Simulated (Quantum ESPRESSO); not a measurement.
# WS2 in Quantum ESPRESSO: relaxation of the atoms with PBE

Aim: the relaxation of the atoms of WS2 with PBE.

Everything below comes from runs of Quantum ESPRESSO 7.5. Logs are shortened: lines on timing, memory, paths and dates and some standing lists are left out, and cuts for length are marked.

### 1 The sheet as given

The cell holds a sheet with vacuum, 3 atoms: a = 3.216 Å, b = 3.169 Å, c = 21.140 Å, α = 90.00°, β = 90.00°, γ = 120.49°.

The cell was built by a generator and needn't be a form met in nature.

### 2 Relaxation of the atoms, PBE

Contents of pw.in:

```
&CONTROL
  calculation = 'relax'
  prefix = 'pwscf'
  outdir = './tmp'
  pseudo_dir = './pseudo'
  tprnfor = .true.
  disk_io = 'low'
  nstep = 40
  forc_conv_thr = 0.0004
  etot_conv_thr = 1d-05
/
&SYSTEM
  ibrav = 0
  nat = 3
  ntyp = 2
  ecutwfc = 55
  ecutrho = 440
  nbnd = 20
  occupations = 'smearing'
  smearing = 'gaussian'
  degauss = 0.00146997
/
&ELECTRONS
  conv_thr = 6d-10
  electron_maxstep = 120
  mixing_beta = 0.5
/
&IONS
  ion_dynamics = 'bfgs'
/
ATOMIC_SPECIES
S     32.0600 s_pbe_v1.4.uspp.F.UPF
W    183.8400 W_pbe_v1.2.uspp.F.UPF
CELL_PARAMETERS angstrom
   3.2160600000    0.0000000000    0.0000000000
  -1.6080300000    2.7305780981    0.0000000000
   0.0000000000    0.0000000000   21.1400000000
ATOMIC_POSITIONS crystal
S      0.6666666667    0.3333333333    0.4257332072
W      0.3333333333    0.6666666667    0.5000000000
S      0.6666666667    0.3333333333    0.5742667928
K_POINTS automatic
10 10 1 0 0 0
```

Potentials or basis: SSSP 1.3 efficiency PBE.

The run is started by

```
$ OMP_NUM_THREADS=1 pw.x -in pw.in > pw.out
```

pw.out:

```text
This program is part of the open-source Quantum ESPRESSO suite
     for quantum simulation of materials; please cite
[... 9 lines left out ...]
     --------------------
     sticks:   dense  smooth     PW     G-vecs:    dense   smooth      PW
     Sum        1087     551    163               195025    69095   11449

     Using Slab Decomposition

     bravais-lattice index     =            0
     lattice parameter (alat)  =       6.0775  a.u.
     unit-cell volume          =    1252.7959 (a.u.)^3
     number of atoms/cell      =            3
     number of atomic types    =            2
     number of electrons       =        26.00
     number of Kohn-Sham states=           20
     kinetic-energy cutoff     =      55.0000  Ry
     charge density cutoff     =     440.0000  Ry
     scf convergence threshold =      6.0E-10
     mixing beta               =       0.5000
     number of iterations used =            8  plain     mixing
     energy convergence thresh.=      1.0E-05
     force convergence thresh. =      4.0E-04
     Exchange-correlation= SLA  PW   PBE  PBE
                           (   1   4   3   4   0   0   0)
     nstep                     =           40

     celldm(1)=   6.077473  celldm(2)=   0.000000  celldm(3)=   0.000000
     celldm(4)=   0.000000  celldm(5)=   0.000000  celldm(6)=   0.000000

     crystal axes: (cart. coord. in units of alat)
               a(1) = (   1.000000   0.000000   0.000000 )
               a(2) = (  -0.500000   0.849045   0.000000 )
               a(3) = (   0.000000   0.000000   6.573260 )

     reciprocal axes: (cart. coord. in units 2 pi/alat)
               b(1) = (  1.000000  0.588897 -0.000000 )
               b(2) = (  0.000000  1.177795  0.000000 )
               b(3) = (  0.000000 -0.000000  0.152132 )

     PseudoPot. # 1 for S  read from file:
     s_pbe_v1.4.uspp.F.UPF
     Pseudo is Ultrasoft + core correction, Zval =  6.0
     Generated by new atomic code, or converted to UPF format
     Using radial grid of  907 points,  6 beta functions with:
                l(1) =   0
                l(2) =   0
                l(3) =   1
                l(4) =   1
                l(5) =   2
                l(6) =   2
     Q(r) pseudized with  8 coefficients,  rinner =    1.300   1.300   1.300
                                                       1.300   1.300

     PseudoPot. # 2 for W  read from file:
     W_pbe_v1.2.uspp.F.UPF
     Pseudo is Ultrasoft + core correction, Zval = 14.0
     Generated by new atomic code, or converted to UPF format
     Using radial grid of  923 points,  8 beta functions with:
                l(1) =   0
                l(2) =   0
                l(3) =   0
                l(4) =   1
                l(5) =   1
                l(6) =   2
                l(7) =   2
                l(8) =   3
     Q(r) pseudized with  6 coefficients,  rinner =    1.350   1.350   1.350
                                                       1.350   1.350   1.350
                                                       1.350

     atomic species   valence    mass     pseudopotential
     S                 6.00    32.06000     S ( 1.00)
     W                14.00   183.84000     W ( 1.00)

      4 Sym. Ops. (no inversion) found

   Cartesian axes

     site n.     atom                  positions (alat units)
         1        S      tau(   1) = (   0.5000000   0.2830148   2.7984553  )
         2        W      tau(   2) = (  -0.0000000   0.5660297   3.2866302  )
         3        S      tau(   3) = (   0.5000000   0.2830148   3.7748052  )

     number of k points=    31  Gaussian smearing, width (Ry)=  0.0015
                       cart. coord. in units 2pi/alat
        k(    1) = (   0.0000000   0.0000000   0.0000000), wk =   0.0200000
        k(    2) = (   0.0000000   0.1177795   0.0000000), wk =   0.0400000
        k(    3) = (   0.0000000   0.2355589   0.0000000), wk =   0.0400000
        k(    4) = (   0.0000000   0.3533384   0.0000000), wk =   0.0400000
        k(    5) = (   0.0000000   0.4711178   0.0000000), wk =   0.0400000
        k(    6) = (   0.0000000  -0.5888973   0.0000000), wk =   0.0200000
[... 23 lines left out ...]
        k(   30) = (  -0.5000000  -0.1766692   0.0000000), wk =   0.0800000
        k(   31) = (  -0.5000000  -0.0588897   0.0000000), wk =   0.0800000

     Dense  grid:   195025 G-vectors     FFT dimensions: (  45,  40, 270)

     Smooth grid:    69095 G-vectors     FFT dimensions: (  30,  30, 192)

     Initial potential from superposition of free atoms

     starting charge      25.8996, renormalised to      26.0000

     negative rho (up, down):  6.310E-02 0.000E+00
     Starting wfcs are   21 randomized atomic wfcs

     Self-consistent Calculation

     iteration #  1     ecut=    55.00 Ry     beta= 0.50
     Davidson diagonalization with overlap
     ethr =  1.00E-02,  avg # of iterations =  5.4

     Threshold (ethr) on eigenvalues was too large:
     Diagonalizing with lowered threshold

     Davidson diagonalization with overlap
     ethr =  3.44E-04,  avg # of iterations =  5.0
[... 291 lines left out ...]
     atom    1 type  1   force =     0.00000000    0.00272446   -0.00277620
     atom    2 type  2   force =     0.00000000   -0.00544891    0.00000000
     atom    3 type  1   force =     0.00000000    0.00272446    0.00277620

     Total force =     0.007743     Total SCF correction =     0.000011

     BFGS Geometry Optimization
     Energy error            =      6.0E-05 Ry
     Gradient error          =      5.4E-03 Ry/Bohr

     number of scf cycles    =   1
     number of bfgs steps    =   0

     energy             new  =    -207.5199900155 Ry

     new trust radius        =       0.0054489148 bohr
     new conv_thr            =       0.0000000006 Ry
[... 280 lines left out ...]
     Total force =     0.003171     Total SCF correction =     0.000036
     Energy error            =      4.2E-05 Ry
     Gradient error          =      1.8E-03 Ry/Bohr

     number of scf cycles    =   2
     number of bfgs steps    =   1

     energy             old  =    -207.5199900155 Ry
     energy             new  =    -207.5200318652 Ry

     CASE: energy            _new < energy            _old

     new trust radius        =       0.0031754391 bohr
     new conv_thr            =            2.5E-11 Ry

ATOMIC_POSITIONS (crystal)
S                0.6670845097        0.3341690192        0.4255955129
W                0.3324976474        0.6649952948        0.5000000000
S                0.6670845097        0.3341690192        0.5744044871

     NEW-OLD atomic charge density approx. for the potential
[... 273 lines left out ...]
     Total force =     0.000750     Total SCF correction =     0.000010
     Energy error            =      9.3E-06 Ry
     Gradient error          =      4.7E-04 Ry/Bohr

     number of scf cycles    =   3
     number of bfgs steps    =   2

     energy             old  =    -207.5200318652 Ry
     energy             new  =    -207.5200411317 Ry

     CASE: energy            _new < energy            _old

     new trust radius        =       0.0006525801 bohr
     new conv_thr            =            6.0E-12 Ry

ATOMIC_POSITIONS (crystal)
S                0.6670798591        0.3341597182        0.4255792217
W                0.3325069484        0.6650138970        0.5000000000
S                0.6670798591        0.3341597182        0.5744207783

     NEW-OLD atomic charge density approx. for the potential
[... 269 lines left out ...]
     atom    1 type  1   force =     0.00000000   -0.00011651   -0.00020666
     atom    2 type  2   force =     0.00000000    0.00023302    0.00000000
     atom    3 type  1   force =     0.00000000   -0.00011651    0.00020666

     Total force =     0.000408     Total SCF correction =     0.000002
     Energy error            =      4.8E-07 Ry
     Gradient error          =      2.3E-04 Ry/Bohr

     bfgs converged in   4 scf cycles and   3 bfgs steps
     (criteria: energy <  1.0E-05 Ry, force <  4.0E-04 Ry/Bohr)

     End of BFGS Geometry Optimization

     Final energy             =    -207.5200416104 Ry

Begin final coordinates

ATOMIC_POSITIONS (crystal)
S                0.6670798591        0.3341597182        0.4255792217
W                0.3325069484        0.6650138970        0.5000000000
S                0.6670798591        0.3341597182        0.5744207783
End final coordinates

=------------------------------------------------------------------------------=
   JOB DONE.
=------------------------------------------------------------------------------=
```

It took 16 min on 1 thread of AMD EPYC, shared host; peak memory 1.3 GiB.

What came out:

```
Free energy                  : -2823.4540 eV
Energy gained by relaxing    : 0.2 meV/atom
Ionic steps                  : 4
Largest force after relaxing : 0.006 eV/Å
Band gap on the k mesh       : 2.03 eV, indirect (least direct gap 2.10 eV)
```

Forces in eV/Å, atoms in the order of the input:
```
S    0.000 -0.003 -0.005
W    0.000  0.006  0.000
S    0.000 -0.003  0.005
```

Step by step:
| step | energy change (eV) | largest force (eV/Å) |
| --- | --- | --- |
| 1 | 0.0000 | 0.1401 |
| 2 | -0.0006 | 0.0472 |
| 3 | -0.0007 | 0.0126 |
| 4 | -0.0007 | 0.0061 |

Final structure:
```yaml
crystal:
  lattice:
    - [3.21606, 0.00000, 0.00000]
    - [-1.60803, 2.73058, 0.00000]
    - [0.00000, 0.00000, 21.14000]
  atoms:
    - { symbol: S, position: [0.66708, 0.33416, 0.42558] }
    - { symbol: W, position: [0.33251, 0.66501, 0.50000] }
    - { symbol: S, position: [0.66708, 0.33416, 0.57442] }
```

Caveat: spin-orbit coupling is left out, which moves the levels of the heavy elements.
